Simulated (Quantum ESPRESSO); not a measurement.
Input of a Quantum ESPRESSO 7.5 run:

File pw.in:

```
&CONTROL
  calculation = 'scf'
  prefix = 'pwscf'
  outdir = './tmp'
  pseudo_dir = './pseudo'
  tprnfor = .true.
  tstress = .true.
  disk_io = 'low'
/
&SYSTEM
  ibrav = 0
  celldm(1) = 8
  nat = 4
  ntyp = 2
  ecutwfc = 84
  nbnd = 14
  occupations = 'smearing'
  smearing = 'fd'
  degauss = 0.00367493
/
&ELECTRONS
  conv_thr = 8d-10
  electron_maxstep = 120
  mixing_beta = 0.5
/
ATOMIC_SPECIES
Al    26.9815 Al.upf
N     14.0070 N.upf
CELL_PARAMETERS alat
  0.7353396782450   0.0000000000000   0.0000000000000
 -0.3676698391225   0.6368228417753   0.0000000000000
  0.0000000000000   0.0000000000000   1.1765907283451
ATOMIC_POSITIONS crystal
Al     0.6666666667    0.3333333333    0.5000000000
Al     0.3333333333    0.6666666667    0.0000000000
N      0.6666666667    0.3333333333    0.8800000000
N      0.3333333333    0.6666666667    0.3800000000
K_POINTS automatic
10 10 6 0 0 0
```

Contents of pp_density.in:

```
&INPUTPP
  prefix = 'pwscf'
  outdir = './tmp'
  filplot = 'density.dat'
  plot_num = 0
/
&PLOT
  nfile = 1
  filepp(1) = 'density.dat'
  iflag = 3
  output_format = 6
  fileout = 'density.cube'
/
```

pp_potential.in

```
&INPUTPP
  prefix = 'pwscf'
  outdir = './tmp'
  filplot = 'potential.dat'
  plot_num = 11
/
&PLOT
  nfile = 1
  filepp(1) = 'potential.dat'
  iflag = 3
  output_format = 6
  fileout = 'potential.cube'
/
```

pp_elf.in

```
&INPUTPP
  prefix = 'pwscf'
  outdir = './tmp'
  filplot = 'elf.dat'
  plot_num = 8
/
&PLOT
  nfile = 1
  filepp(1) = 'elf.dat'
  iflag = 3
  output_format = 6
  fileout = 'elf.cube'
/
```

File bands.in:

```
&CONTROL
  calculation = 'bands'
  prefix = 'pwscf'
  outdir = './tmp'
  pseudo_dir = './pseudo'
  disk_io = 'low'
  verbosity = 'high'
/
&SYSTEM
  ibrav = 0
  celldm(1) = 8
  nat = 4
  ntyp = 2
  ecutwfc = 84
  nbnd = 14
  occupations = 'smearing'
  smearing = 'fd'
  degauss = 0.00367493
/
&ELECTRONS
  conv_thr = 1d-08
  electron_maxstep = 120
  mixing_beta = 0.5
  diago_full_acc = .true.
  startingwfc = 'random'
/
ATOMIC_SPECIES
Al    26.9815 Al.upf
N     14.0070 N.upf
CELL_PARAMETERS alat
  0.7353396782450   0.0000000000000   0.0000000000000
 -0.3676698391225   0.6368228417753   0.0000000000000
  0.0000000000000   0.0000000000000   1.1765907283451
ATOMIC_POSITIONS crystal
Al     0.6666666667    0.3333333333    0.5000000000
Al     0.3333333333    0.6666666667    0.0000000000
N      0.6666666667    0.3333333333    0.8800000000
N      0.3333333333    0.6666666667    0.3800000000
K_POINTS crystal
60
 0.0000000000  0.0000000000  0.0000000000 1
 0.0714285714  0.0000000000  0.0000000000 1
 0.1428571429  0.0000000000  0.0000000000 1
 0.2142857143  0.0000000000  0.0000000000 1
 0.2857142857  0.0000000000  0.0000000000 1
 0.3571428571  0.0000000000  0.0000000000 1
 0.4285714286  0.0000000000  0.0000000000 1
 0.5000000000  0.0000000000  0.0000000000 1
 0.4583333333  0.0833333333  0.0000000000 1
 0.4166666667  0.1666666667  0.0000000000 1
 0.3750000000  0.2500000000  0.0000000000 1
 0.3333333333  0.3333333333  0.0000000000 1
 0.2962962963  0.2962962963  0.0000000000 1
 0.2592592593  0.2592592593  0.0000000000 1
 0.2222222222  0.2222222222  0.0000000000 1
 0.1851851852  0.1851851852  0.0000000000 1
 0.1481481481  0.1481481481  0.0000000000 1
 0.1111111111  0.1111111111  0.0000000000 1
 0.0740740741  0.0740740741  0.0000000000 1
 0.0370370370  0.0370370370  0.0000000000 1
 0.0000000000  0.0000000000  0.0000000000 1
 0.0000000000  0.0000000000  0.1250000000 1
 0.0000000000  0.0000000000  0.2500000000 1
 0.0000000000  0.0000000000  0.3750000000 1
 0.0000000000  0.0000000000  0.5000000000 1
 0.0625000000  0.0000000000  0.5000000000 1
 0.1250000000  0.0000000000  0.5000000000 1
 0.1875000000  0.0000000000  0.5000000000 1
 0.2500000000  0.0000000000  0.5000000000 1
 0.3125000000  0.0000000000  0.5000000000 1
 0.3750000000  0.0000000000  0.5000000000 1
 0.4375000000  0.0000000000  0.5000000000 1
 0.5000000000  0.0000000000  0.5000000000 1
 0.4666666667  0.0666666667  0.5000000000 1
 0.4333333333  0.1333333333  0.5000000000 1
 0.4000000000  0.2000000000  0.5000000000 1
 0.3666666667  0.2666666667  0.5000000000 1
 0.3333333333  0.3333333333  0.5000000000 1
 0.3030303030  0.3030303030  0.5000000000 1
 0.2727272727  0.2727272727  0.5000000000 1
 0.2424242424  0.2424242424  0.5000000000 1
 0.2121212121  0.2121212121  0.5000000000 1
 0.1818181818  0.1818181818  0.5000000000 1
 0.1515151515  0.1515151515  0.5000000000 1
 0.1212121212  0.1212121212  0.5000000000 1
 0.0909090909  0.0909090909  0.5000000000 1
 0.0606060606  0.0606060606  0.5000000000 1
 0.0303030303  0.0303030303  0.5000000000 1
 0.0000000000  0.0000000000  0.5000000000 1
 0.5000000000  0.0000000000  0.5000000000 1
 0.5000000000  0.0000000000  0.4000000000 1
 0.5000000000  0.0000000000  0.3000000000 1
 0.5000000000  0.0000000000  0.2000000000 1
 0.5000000000  0.0000000000  0.1000000000 1
 0.5000000000  0.0000000000  0.0000000000 1
 0.3333333333  0.3333333333  0.0000000000 1
 0.3333333333  0.3333333333  0.1250000000 1
 0.3333333333  0.3333333333  0.2500000000 1
 0.3333333333  0.3333333333  0.3750000000 1
 0.3333333333  0.3333333333  0.5000000000 1
```

Potentials or basis: PseudoDojo 0.4.1 SR PBE standard.

The run is started by

```sh
$ OMP_NUM_THREADS=1 pw.x -in pw.in > pw.out
$ OMP_NUM_THREADS=1 pp.x -in pp_density.in > pp_density.out
$ OMP_NUM_THREADS=1 pp.x -in pp_potential.in > pp_potential.out
$ OMP_NUM_THREADS=1 pp.x -in pp_elf.in > pp_elf.out
$ OMP_NUM_THREADS=1 pw.x -in bands.in > bands.out
```

**Question.** Estimate the band gap on the k mesh.

**Answer.** 4.22 eV, direct.

**Question.** Estimate the band gap along the path.

**Answer.** 4.22 eV, direct.

Stress tensor (GPa, compression positive):
```
2.81 0.00 0.00
0.00 2.81 0.00
0.00 0.00 4.45
```

Caveat: some levels on the path didn't converge.

**The experiment to reproduce.**

“Structural and optical properties of self-assembled AlN nanowires grown on SiO2/Si substrates by molecular beam epitaxy”, 2024, arxiv:2402.00216 quotes, for a bulk crystal of AlN at 0 K: band gap 6.0343 eV (an exciton energy, a little under the gap).

A measured gap of AlN is 6.0343 eV (an exciton energy, a little under the gap; 0 K; quoted in “Structural and optical properties of self-assembled AlN nanowires grown on SiO2/Si substrates by molecular beam epitaxy”, 2024, arxiv:2402.00216); the calculated 4.22 eV misses it by -1.81 eV. 2 values of this kind are on record (6.034 to 6.0343 eV); this one was drawn at random. The value is that of PBE, without temperature or zero-point motion. Semilocal functionals fall short of measured gaps as a rule.
